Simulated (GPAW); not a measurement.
**Ni3Ge in GPAW: convergence with density grid spacing (A)**

Input of the first run (density grid spacing (A) 0.24); the others differ in this setting and in those tied to it:

The input run.py:

```python
from ase import Atoms
from ase.dft.bandgap import bandgap
from ase.io import write
from ase.units import GPa
from gpaw import GPAW, PW

atoms = Atoms(['Ge', 'Ni', 'Ni', 'Ni'],
              cell=[[3.5303341067, 0.0, 0.0],
                    [0.0, 3.5303341067, 0.0],
                    [0.0, 0.0, 3.5303341067]],
              scaled_positions=[[0.0, 0.0, 0.0],
                                [0.5, 0.5, 0.0],
                                [0.0, 0.5, 0.5],
                                [0.5, 0.0, 0.5]],
              pbc=True)
atoms.set_initial_magnetic_moments([0.0, 1.0, 1.0, 1.0])

calc = GPAW(mode=PW(600),
            h=0.24,
            xc='MGGA_X_R2SCAN+MGGA_C_R2SCAN',
            kpts={'size': (5, 5, 5), 'gamma': True},
            occupations={'name': 'fermi-dirac', 'width': 0.05},
            nbands=45,
            convergence={'density': 1e-05, 'energy': 1e-05},
            maxiter=100,
            txt='gpaw.txt')
atoms.calc = calc
energy = atoms.get_potential_energy()
forces = atoms.get_forces()
stress = atoms.get_stress()
calc.write('gs.gpw')
write('result.traj', atoms)
print(f'Energy: {energy:.6f} eV')
print('Forces (eV/A):')
print(forces.round(4))
print('Stress (GPa):', (stress / GPa).round(3))
print('Moments:', calc.get_magnetic_moments().round(3))
print('Fermi level:', round(calc.get_fermi_level(), 4), 'eV')
print(f'Gap: {bandgap(calc)[0]:.4f} eV, direct: {bandgap(calc, direct=True)[0]:.4f} eV')
```

Potentials or basis: GPAW PAW data sets (gpaw-data 1.2.1), pw.

The run is started by

```sh
$ OMP_NUM_THREADS=1 python run.py
```

The cell comes from a database or a generator and needn't be the stable form of this composition.

Hardware: 1 thread of Arm Neoverse V1, on a shared host.

```csv
density grid spacing (A),"energy less the tightest run, at zero smearing (meV/atom)",pressure (GPa),SCF cycles,CPU time (s),peak memory (GiB)
0.24,-0.89,3.63,15,58,0.27
0.2,0.04,3.50,15,98,0.27
0.17,0.00,3.47,15,140,0.29
0.15,0.00,3.46,15,160,0.31
0.13,0.03,3.45,15,250,0.34
0.11,0.00,3.45,15,500,0.42
0.09,timed out after 590 s,-,-,-,-
```

Against the tightest run, the energy stays within 1 meV/atom from 0.24 on; the pressure stays within 0.1 GPa from 0.2 on. The tightest run that finished is the yardstick and may itself not be fully converged.

Caveat, for the tightest run too: the k mesh is coarse; the stock nickel data set gives pressures a few GPa off other programs; the PAW data sets were made with another functional, which shifts forces and pressure a little.
